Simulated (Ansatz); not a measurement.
## Si3N4: what a change does to the field gradients

Base: a COD entry, its atoms then relaxed with PBE in this cell.

```
CELL_PARAMETERS angstrom
7.59500 0.00000 0.00000
-3.79750 6.57746 0.00000
0.00000 0.00000 2.90230
ATOMIC_POSITIONS crystal
Si 0.76732 0.17356 0.32564
Si 0.59376 0.76732 0.82564
Si 0.82644 0.59376 0.32564
Si 0.23268 0.82644 0.82564
Si 0.40624 0.23268 0.32564
Si 0.17356 0.40624 0.82564
N 0.02936 0.32975 0.32565
N 0.69961 0.02936 0.82565
N 0.67025 0.69961 0.32565
N 0.97064 0.67025 0.82565
N 0.30039 0.97064 0.32565
N 0.32975 0.30039 0.82565
N 0.33333 0.66667 0.82553
N 0.66667 0.33333 0.32553
```

Sites (sets of like atoms) are named by element and the number of their first atom in this list.

Computed with Ansatz: DFT, PBE, plane waves and PAW, scalar-relativistic, 420 eV cutoff, Γ-centred 4×4×10 k-points, Fermi–Dirac smearing 0.02 eV.

(1) Variant: z stretched by 1 %, ions relaxed. What happens to the gradients (10²¹ V/m²)?

## Answers

(1) 

| site | atoms | V_zz base | η base | V_zz variant | η variant |
| --- | --- | --- | --- | --- | --- |
| Si | 1, 2, 3, 4, 5, … | 0.99 | 0.42 | 1.00 | 0.49 |
| N7 | 7, 8, 9, 10, 11, … | -4.90 | 0.07 | -5.02 | 0.14 |
| N13 | 13, 14 | -4.83 | 0.00 | -4.88 | 0.00 |

The largest change of V_zz is on N7, from -4.90 to -5.02. In per cent, |V_zz| changes by +2 on Si, +1 to +2 on N (all sites that start above 0.5).

For the base: At this cell the PBE pressure is 6 GPa, so with PBE the cell would grow if it were relaxed.
